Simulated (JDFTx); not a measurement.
# Bi (Im-3m) in JDFTx: notebook

Runs on Bi. Level: r2SCAN. Tasks: equation of state.

Program: JDFTx 1.7.0 (patched build). These are calculated values, not measurements. Logs are shortened: lines on timing, memory, paths and dates and some standing lists are left out, and cuts for length are marked. The log counts tension as positive stress, the text compression.

### Step 1. Starting point

Symmetry: Im-3m, No. 229, cubic system. Conventional cell: a = 3.963 Å, b = 3.963 Å, c = 3.963 Å, α = 90.00°, β = 90.00°, γ = 90.00°. Bi (site symmetry m-3m) has 8 Bi at 3.43 Å as nearest neighbours.

This isn't the form of Bi at room conditions, which is rhombohedral.

### Step 2. Equation of state, r2SCAN, 29.25 Å³/atom (volume scaled by 0.94)

Bi.in reads:

```
lattice \
   -3.6679240608     3.6679240608     3.6679240608 \
    3.6679240608    -3.6679240608     3.6679240608 \
    3.6679240608     3.6679240608    -3.6679240608
coords-type Lattice
ion Bi     0.0000000000     0.0000000000     0.0000000000 1

ion-species pseudo/Bi.upf
elec-cutoff 40
elec-ex-corr mgga-x-r2scan mgga-c-r2scan
kpoint-folding 9 9 9
elec-smearing Fermi 0.0018374661
elec-n-bands 13
electronic-SCF nIterations 100 energyDiffThreshold 1e-09
electronic-minimize nIterations 30 energyDiffThreshold 1e-7
forces-output-coords Cartesian

dump-name run.$VAR
dump End Ecomponents EigStats BandEigs Kpoints Forces Stress
```

Potentials or basis: SG15-PBE-1.2.

The run is started by

```bash
$ jdftx -c 1 -i Bi.in -o Bi.out
```

The program printed:

```text
*************** JDFTx 1.7.0 (patched build) ***************

Input parsed successfully to the following command list (including defaults):
[... the input with its defaults ...]

---------- Setting up symmetries ----------

Found 48 point-group symmetries of the bravais lattice
Found 48 space-group symmetries with basis
Applied RMS atom displacement 0 bohrs to make symmetries exact.

---------- Initializing the Grid ----------
R =
[     -3.66792      3.66792      3.66792  ]
[      3.66792     -3.66792      3.66792  ]
[      3.66792      3.66792     -3.66792  ]
unit cell volume = 197.388
G =
[ 2.73571e-17   0.856504   0.856504  ]
[   0.856504 2.73571e-17   0.856504  ]
[   0.856504   0.856504 2.73571e-17  ]
Minimum fftbox size, Smin = [  40  40  40  ]
Chosen fftbox size, S = [  40  40  40  ]

---------- Exchange Correlation functional ----------
Initialized LibXC exchange functional 'Re-regularized SCAN exchange by Furness et al'
Initialized LibXC correlation functional 'Re-regularized SCAN correlation by Furness et al'

---------- Setting up pseudopotentials ----------
Width of ionic core gaussian charges (only for fluid interactions / plotting) set to 0

Reading pseudopotential file 'pseudo/Bi.upf':
  'Bi' pseudopotential, 'PBE' functional
  Generated using ONCVPSP code by D. R. Hamann
  15 valence electrons, 0 orbitals, 8 projectors, 602 radial grid points, with lMax = 3
  Core radius for overlap checks: 3.04 bohrs.

Initialized 1 species with 1 total atoms.

Folded 1 k-points by 9x9x9 to 729 k-points.

---------- Setting up k-points, bands, fillings ----------
Reduced to 35 k-points under symmetry.
Computing the number of bands and number of electrons
Calculating initial fillings.
nElectrons:  15.000000   nBands: 13   nStates: 35

----- Setting up reduced wavefunction bases (one per k-point) -----
average nbasis = 2383.952 , ideal nbasis = 2385.091

---------- Setting up ewald sum ----------
Optimum gaussian width for ewald sums = 2.290173 bohr.
Real space sum over 2197 unit cells with max indices [  6  6  6  ]
Reciprocal space sum over 2197 terms with max indices [  6  6  6  ]

---------- Allocating electronic variables ----------
Initializing wave functions:  (No orbitals for LCAO)  bandwidth-limited random numbers

Setting the auxilliary hamiltonian equal to the subspace hamiltonian.

-------- Electronic minimization -----------
Will mix electronic and kinetic density at each iteration.
	FillingsUpdate:  mu: +0.968625713  nElectrons: 15.000000
	FillingsUpdate:  mu: -0.366875559  nElectrons: 15.000000
SCF: Cycle:  0   F: -62.378632450307236   dF: -1.638e+01   |Residual|: 5.109e+00   |deigs|: 1.468e+00
	FillingsUpdate:  mu: +0.083782413  nElectrons: 15.000000
SCF: Cycle:  1   F: -65.308552861327826   dF: -2.930e+00   |Residual|: 6.121e+00   |deigs|: 3.050e-01
	FillingsUpdate:  mu: -0.170453055  nElectrons: 15.000000
SCF: Cycle:  2   F: -63.120501533077181   dF: +2.188e+00   |Residual|: 9.433e+00   |deigs|: 3.446e-01
	FillingsUpdate:  mu: +0.585437146  nElectrons: 15.000000
SCF: Cycle:  3   F: -67.089065226861379   dF: -3.969e+00   |Residual|: 1.831e+00   |deigs|: 1.427e+00
	FillingsUpdate:  mu: +0.510143227  nElectrons: 15.000000
SCF: Cycle:  4   F: -67.601484385013393   dF: -5.124e-01   |Residual|: 5.899e-01   |deigs|: 2.509e-01
	FillingsUpdate:  mu: +0.495416518  nElectrons: 15.000000
SCF: Cycle:  5   F: -67.608588454924728   dF: -7.104e-03   |Residual|: 1.906e-01   |deigs|: 2.658e-02
	FillingsUpdate:  mu: +0.492411963  nElectrons: 15.000000
SCF: Cycle:  6   F: -67.608506032728059   dF: +8.242e-05   |Residual|: 1.946e-01   |deigs|: 5.364e-03
	FillingsUpdate:  mu: +0.491078653  nElectrons: 15.000000
SCF: Cycle:  7   F: -67.608693079275199   dF: -1.870e-04   |Residual|: 3.986e-02   |deigs|: 4.551e-03
	FillingsUpdate:  mu: +0.489880776  nElectrons: 15.000000
SCF: Cycle:  8   F: -67.608760055821037   dF: -6.698e-05   |Residual|: 1.559e-02   |deigs|: 3.839e-03
	FillingsUpdate:  mu: +0.489688042  nElectrons: 15.000000
SCF: Cycle:  9   F: -67.608764207854122   dF: -4.152e-06   |Residual|: 2.092e-03   |deigs|: 3.516e-04
	FillingsUpdate:  mu: +0.489834235  nElectrons: 15.000000
SCF: Cycle: 10   F: -67.608764136978962   dF: +7.088e-08   |Residual|: 2.373e-03   |deigs|: 2.997e-04
	FillingsUpdate:  mu: +0.489756402  nElectrons: 15.000000
SCF: Cycle: 11   F: -67.608764389603053   dF: -2.526e-07   |Residual|: 7.627e-04   |deigs|: 2.103e-04
	FillingsUpdate:  mu: +0.489751726  nElectrons: 15.000000
SCF: Cycle: 12   F: -67.608764399643675   dF: -1.004e-08   |Residual|: 3.914e-04   |deigs|: 2.611e-05
	FillingsUpdate:  mu: +0.489749117  nElectrons: 15.000000
SCF: Cycle: 13   F: -67.608764403115956   dF: -3.472e-09   |Residual|: 1.753e-04   |deigs|: 1.169e-05
	FillingsUpdate:  mu: +0.489747709  nElectrons: 15.000000
SCF: Cycle: 14   F: -67.608764403726411   dF: -6.105e-10   |Residual|: 1.774e-05   |deigs|: 8.140e-06
	FillingsUpdate:  mu: +0.489747545  nElectrons: 15.000000
SCF: Cycle: 15   F: -67.608764403784178   dF: -5.777e-11   |Residual|: 1.501e-05   |deigs|: 4.649e-06
SCF: Converged (|Delta E|<1.000000e-09 for 2 iters).

Setting wave functions to eigenvectors of Hamiltonian

# Stress tensor in Cartesian coordinates [Eh/a0^3]:
[ -8.33059e-05            0            0  ]
[            0 -8.33059e-05            0  ]
[            0            0 -8.33059e-05  ]

# Ionic positions in lattice coordinates:
ion Bi   0.000000000000000   0.000000000000000   0.000000000000000 1

# Forces in Cartesian coordinates:
force Bi   0.000000000000000  -0.000000000000000   0.000000000000000 1

# Energy components:
   Eewald =      -55.8100108240008836
       EH =       12.4774847422607085
     Eloc =      -25.4610918294325970
      Enl =      -23.2822594709524182
      Exc =       -7.5469475891648887
       KE =       32.0141910297177787
-------------------------------------
     Etot =      -67.6086339415722932
       TS =        0.0001304622118877
-------------------------------------
        F =      -67.6087644037841784

IonicMinimize: Iter:   0  F: -67.608764403784178  |grad|_K:  0.000e+00
IonicMinimize: Converged (|grad|_K<1.000000e-04).

Dumping 'run.eigStats' ...
	eMin: -0.353834 at state 4 ( [ +0.000000 +0.000000 +0.444444 ] spin 0 )
	HOMO: +0.488325 at state 2 ( [ +0.000000 +0.000000 +0.222222 ] spin 0 )
	mu  : +0.489748
	LUMO: +0.490023 at state 18 ( [ +0.111111 +0.222222 -0.222222 ] spin 0 )
	eMax: +1.166487 at state 34 ( [ +0.444444 +0.444444 -0.444444 ] spin 0 )
	HOMO-LUMO gap: +0.001697
	Optical gap  : +0.044263 at state 28 ( [ +0.222222 +0.444444 -0.444444 ] spin 0 )
Done!
```

Run time: 2.5 min. Hardware: 1 thread of Arm Neoverse V2, shared host; peak memory 0.1 GiB.

Results:

* Free energy: -1839.7282 eV
* Pressure: 2.5 GPa
* Band gap on the k mesh: none (metal or under the smearing width)

Caveat: the potentials were made for another functional, which shifts forces and pressure; spin-orbit coupling is left out, which moves the levels of the heavy elements.

### Step 3. Equation of state, r2SCAN, 29.87 Å³/atom (volume scaled by 0.96)

Changes to Bi.in since step 2:

```diff
@@ -1,5 +1,5 @@
 lattice \
-   -3.6679240608     3.6679240608     3.6679240608 \
-    3.6679240608    -3.6679240608     3.6679240608 \
-    3.6679240608     3.6679240608    -3.6679240608
+   -3.6937553631     3.6937553631     3.6937553631 \
+    3.6937553631    -3.6937553631     3.6937553631 \
+    3.6937553631     3.6937553631    -3.6937553631
 coords-type Lattice
```

Potentials or basis: SG15-PBE-1.2.

The run is started by

```bash
$ jdftx -c 1 -i Bi.in -o Bi.out
```

Wall time 2.5 min (1 thread of Arm Neoverse V2, shared host); peak memory 0.11 GiB.

It converged, with:

```yaml
Free_energy: -1839.7350 eV
Pressure: 1.0 GPa
Band_gap_on_the_k_mesh: none (metal or under the smearing width)
```

Caveat: the potentials were made for another functional, which shifts forces and pressure; spin-orbit coupling is left out, which moves the levels of the heavy elements.

### Step 4. Equation of state, r2SCAN, 30.49 Å³/atom (volume scaled by 0.98)

Changes to Bi.in since step 3:

```diff
@@ -1,5 +1,5 @@
 lattice \
-   -3.6937553631     3.6937553631     3.6937553631 \
-    3.6937553631    -3.6937553631     3.6937553631 \
-    3.6937553631     3.6937553631    -3.6937553631
+   -3.7192303430     3.7192303430     3.7192303430 \
+    3.7192303430    -3.7192303430     3.7192303430 \
+    3.7192303430     3.7192303430    -3.7192303430
 coords-type Lattice
```

The run is started by

```bash
$ jdftx -c 1 -i Bi.in -o Bi.out
```

It took 2.5 min on 1 thread of Arm Neoverse V2, shared host; peak memory 0.1 GiB.

The run converged. Its results:

| Quantity | Value |
| --- | --- |
| Free energy | -1839.7365 eV |
| Pressure | -0.3 GPa |
| Band gap on the k mesh | none (metal or under the smearing width) |

Caveat: the potentials were made for another functional, which shifts forces and pressure; spin-orbit coupling is left out, which moves the levels of the heavy elements.

### Step 5. Equation of state, r2SCAN, 31.12 Å³/atom

Changes to Bi.in since step 4:

```diff
@@ -1,5 +1,5 @@
 lattice \
-   -3.7192303430     3.7192303430     3.7192303430 \
-    3.7192303430    -3.7192303430     3.7192303430 \
-    3.7192303430     3.7192303430    -3.7192303430
+   -3.7443610401     3.7443610401     3.7443610401 \
+    3.7443610401    -3.7443610401     3.7443610401 \
+    3.7443610401     3.7443610401    -3.7443610401
 coords-type Lattice
```

The run is started by

```bash
$ jdftx -c 1 -i Bi.in -o Bi.out
```

It took 2.5 min on 1 thread of Arm Neoverse V2, shared host; peak memory 0.1 GiB.

Results (log left out):

| Item | Value |
| --- | --- |
| Free energy | -1839.7334 eV |
| Pressure | -1.4 GPa |
| Band gap on the k mesh | none (metal or under the smearing width) |

Caveat: the potentials were made for another functional, which shifts forces and pressure; spin-orbit coupling is left out, which moves the levels of the heavy elements.

### Step 6. Equation of state, r2SCAN, 31.74 Å³/atom (volume scaled by 1.02)

Changes to Bi.in since step 5:

```diff
@@ -1,5 +1,5 @@
 lattice \
-   -3.7443610401     3.7443610401     3.7443610401 \
-    3.7443610401    -3.7443610401     3.7443610401 \
-    3.7443610401     3.7443610401    -3.7443610401
+   -3.7691588557     3.7691588557     3.7691588557 \
+    3.7691588557    -3.7691588557     3.7691588557 \
+    3.7691588557     3.7691588557    -3.7691588557
 coords-type Lattice
```

Potentials or basis: SG15-PBE-1.2.

The run is started by

```bash
$ jdftx -c 1 -i Bi.in -o Bi.out
```

It took 2.5 min on 1 thread of Arm Neoverse V2, shared host; peak memory 0.11 GiB.

Results (log left out):

- Free energy: -1839.7262 eV
- Pressure: -2.4 GPa
- Band gap on the k mesh: none (metal or under the smearing width)

Caveat: the potentials were made for another functional, which shifts forces and pressure; spin-orbit coupling is left out, which moves the levels of the heavy elements.

### Step 7. Equation of state, r2SCAN, 32.36 Å³/atom (volume scaled by 1.04)

Changes to Bi.in since step 6:

```diff
@@ -1,5 +1,5 @@
 lattice \
-   -3.7691588557     3.7691588557     3.7691588557 \
-    3.7691588557    -3.7691588557     3.7691588557 \
-    3.7691588557     3.7691588557    -3.7691588557
+   -3.7936345990     3.7936345990     3.7936345990 \
+    3.7936345990    -3.7936345990     3.7936345990 \
+    3.7936345990     3.7936345990    -3.7936345990
 coords-type Lattice
```

The run is started by

```bash
$ jdftx -c 1 -i Bi.in -o Bi.out
```

Run time: 2.5 min. Hardware: 1 thread of Arm Neoverse V2, shared host; peak memory 0.11 GiB.

Results (log left out):

| Quantity | Value |
| --- | --- |
| Free energy | -1839.7154 eV |
| Pressure | -3.2 GPa |
| Band gap on the k mesh | none (metal or under the smearing width) |

Caveat: the potentials were made for another functional, which shifts forces and pressure; spin-orbit coupling is left out, which moves the levels of the heavy elements.

### Step 8. Equation of state, r2SCAN, 32.98 Å³/atom (volume scaled by 1.06)

Changes to Bi.in since step 7:

```diff
@@ -1,5 +1,5 @@
 lattice \
-   -3.7936345990     3.7936345990     3.7936345990 \
-    3.7936345990    -3.7936345990     3.7936345990 \
-    3.7936345990     3.7936345990    -3.7936345990
+   -3.8177985283     3.8177985283     3.8177985283 \
+    3.8177985283    -3.8177985283     3.8177985283 \
+    3.8177985283     3.8177985283    -3.8177985283
 coords-type Lattice
```

The run is started by

```bash
$ jdftx -c 1 -i Bi.in -o Bi.out
```

Run time: 2.5 min. Hardware: 1 thread of Arm Neoverse V2, shared host; peak memory 0.11 GiB.

It converged, with:

| Property | Result |
| --- | --- |
| Free energy | -1839.7015 eV |
| Pressure | -4.0 GPa |
| Band gap on the k mesh | none (metal or under the smearing width) |

Caveat: the potentials were made for another functional, which shifts forces and pressure; spin-orbit coupling is left out, which moves the levels of the heavy elements.

### Step 9. Equation of state, r2SCAN

Potentials or basis: SG15-PBE-1.2.

No new run: the results of the series are fitted here.

What came out:

```yaml
Equilibrium_volume: 30.37 Å³/atom
Bulk_modulus: 60 GPa
Pressure_derivative_of_the_bulk_modulus: 5.4
```

Energy against volume, from the lowest point:
```
volume (Å³/atom)  energy (meV/atom)
          29.250               8.34
          29.872               1.53
          30.495               0.00
          31.117               3.12
          31.739              10.33
          32.362              21.12
          32.984              35.00
```

Caveat: the potentials were made for another functional, which shifts forces and pressure; spin-orbit coupling is left out, which moves the levels of the heavy elements.
